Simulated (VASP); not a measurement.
Input of a VASP 6.6.1 run:

The input POSCAR:

```
TiC
1.0
    3.0420900000      0.0000000000      0.0000000000
   -1.5210400000      2.6345200000      0.0000000000
    0.0000000000      0.0000000000      2.6979700000
Ti C
1 1
Direct
    0.0000000000      0.0000000000      0.5000000000
    0.3333300000      0.6666700000      0.0000000000
```

File INCAR.step1:

```
SYSTEM = TiC
ALGO = Normal ; EDIFF = 1E-5
ENCUT = 520 ; GGA = PE
ISIF = 2 ; ISMEAR = -1
LASPH = .TRUE. ; LCHARG = .FALSE.
LMAXMIX = 4 ; LREAL = .FALSE.
LWAVE = .TRUE. ; NBANDS = 15
NELM = 100 ; PREC = Accurate
SIGMA = 0.05
```

File INCAR.step2:

```
SYSTEM = TiC
AEXX = 0.2 ; AGGAC = 0.81
AGGAX = 0.72 ; ALDAC = 0.19
ALGO = Normal ; EDIFF = 1E-6
ENCUT = 520 ; GGA = B3
HFRCUT = -1 ; ISIF = 2
ISMEAR = -1 ; ISTART = 1
LASPH = .TRUE. ; LCHARG = .FALSE.
LHFCALC = .TRUE. ; LMAXMIX = 4
LREAL = .FALSE. ; LWAVE = .FALSE.
NBANDS = 15 ; NELM = 100
PREC = Accurate ; PRECFOCK = Normal
SIGMA = 0.05
```

Contents of KPOINTS:

```
k-points
0
G
  5 5 5
  0 0 0
```

Contents of KPOINTS_OPT:

```
path GMKGALHA,LM,KH
10
line-mode
reciprocal
 0.0000000000  0.0000000000  0.0000000000  G
 0.5000000000  0.0000000000  0.0000000000  M

 0.5000000000  0.0000000000  0.0000000000  M
 0.3333333333  0.3333333333  0.0000000000  K

 0.3333333333  0.3333333333  0.0000000000  K
 0.0000000000  0.0000000000  0.0000000000  G

 0.0000000000  0.0000000000  0.0000000000  G
 0.0000000000  0.0000000000  0.5000000000  A

 0.0000000000  0.0000000000  0.5000000000  A
 0.5000000000  0.0000000000  0.5000000000  L

 0.5000000000  0.0000000000  0.5000000000  L
 0.3333333333  0.3333333333  0.5000000000  H

 0.3333333333  0.3333333333  0.5000000000  H
 0.0000000000  0.0000000000  0.5000000000  A

 0.5000000000  0.0000000000  0.5000000000  L
 0.5000000000  0.0000000000  0.0000000000  M

 0.3333333333  0.3333333333  0.0000000000  K
 0.3333333333  0.3333333333  0.5000000000  H
```

Potentials or basis: VASP PAW PBE potentials, release 64 (Ti_sv, C).

Launch:

```bash
$ cat potpaw_PBE.64/Ti_sv/POTCAR potpaw_PBE.64/C/POTCAR > POTCAR
$ cp INCAR.step1 INCAR
$ mpirun -np 1 vasp_std > vasp.out
$ cp INCAR.step2 INCAR
$ mpirun -np 1 vasp_std > vasp.out
```

Q: Predict the pressure.

A: 1.0 GPa.

Q: Predict the band gap along the path.

A: None (metal or under the smearing width).

Levels at the corners of the path, in eV from the Fermi level:
```csv
point,band 5,band 6,band 7,band 8,band 9,band 10,band 11,band 12
Γ,-13.54,-2.14,-2.14,-1.21,3.07,4.21,4.21,6.87
M,-11.01,-5.70,-0.75,-0.71,-0.10,3.82,4.49,4.79
M,-11.01,-5.70,-0.75,-0.71,-0.10,3.82,4.49,4.79
K,-10.65,-4.33,-3.82,-0.55,2.79,3.14,3.21,4.47
K,-10.65,-4.33,-3.82,-0.55,2.79,3.14,3.21,4.47
Γ,-13.54,-2.14,-2.14,-1.21,3.07,4.21,4.21,6.87
Γ,-13.54,-2.14,-2.14,-1.21,3.07,4.21,4.21,6.87
A,-10.21,-6.43,-0.97,-0.97,1.97,1.97,5.69,5.69
A,-10.21,-6.43,-0.97,-0.97,1.97,1.97,5.69,5.69
L,-10.16,-4.75,-3.23,-2.94,2.47,4.35,5.44,6.61
L,-10.16,-4.75,-3.23,-2.94,2.47,4.35,5.44,6.61
H,-9.93,-5.31,-4.46,-0.94,2.12,5.16,5.76,6.51
H,-9.93,-5.31,-4.46,-0.94,2.12,5.16,5.76,6.51
A,-10.21,-6.43,-0.97,-0.97,1.97,1.97,5.69,5.69
L,-10.16,-4.75,-3.23,-2.94,2.47,4.35,5.44,6.61
M,-11.01,-5.70,-0.75,-0.71,-0.10,3.82,4.49,4.79
K,-10.65,-4.33,-3.82,-0.55,2.79,3.14,3.21,4.47
H,-9.93,-5.31,-4.46,-0.94,2.12,5.16,5.76,6.51
```

Caveat: the k mesh is coarse (spacing up to 0.48 Å⁻¹), so the values aren't converged, least of all with exact exchange; the PAW data sets were made with another functional, which shifts forces and pressure a little.
